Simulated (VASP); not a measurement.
The system is TiS2.

```
Ti S
1.0
     3.41200    0.00000    0.00000
    -1.70600    2.95488    0.00000
     0.00000    0.00000    5.69500
Ti S
1 2
Direct
  0.00000 0.00000 0.00000
  0.33333 0.66667 0.25000
  0.66667 0.33333 0.75000
```

```yaml
Program: VASP 6.6.1
Task: relaxation of cell and atoms
Functional: r2SCAN
Potentials_or_basis: VASP PAW PBE potentials, release 64 (Ti_sv, S)
Cutoff: 600 eV
k_mesh: 12 × 12 × 7
Occupations: methfessel-paxton, width 0.1 eV
Spin: no spin polarisation
```

At the start: pressure -0.1 GPa; volume 19.14 Å³/atom.

Q: How do energy, volume and symmetry change on relaxing?

A: Over 12 steps the energy falls by 6.8 meV/atom and the volume is 20.25 Å³/atom (+5.8 %); space group P-3m1 (No. 164, to 0.05 Å).

The path:
```
step  energy change (eV)  largest force (eV/Å)  pressure (GPa)  volume (Å³)
   1              0.0000                0.3084           -0.05        57.42
   2             -0.0057                0.0718            0.96        57.36
   3             -0.0058                0.0329            1.14        57.35
   4             -0.0099                0.0406            0.48        58.03
   5             -0.0113                0.0527           -0.36        58.95
   6             -0.0145                0.0205           -0.26        59.29
   7             -0.0192                0.0758            0.15        60.32
   8             -0.0194                0.1002            0.25        60.59
   9             -0.0196                0.0913           -0.68        61.16
  10             -0.0203                0.0009           -0.24        60.89
  11             -0.0205                0.0073            0.10        60.68
  12             -0.0205                0.0052            0.00        60.74
```

Final structure:
```
CELL_PARAMETERS angstrom
3.42728 0.00000 0.00000
-1.71364 2.96811 0.00000
0.00000 0.00000 5.97095
ATOMIC_POSITIONS crystal
Ti 0.00000 0.00000 0.00000
S 0.33333 0.66667 0.23469
S 0.66667 0.33333 0.76531
```

Caveat: the PAW data sets were made with another functional, which shifts forces and pressure a little.
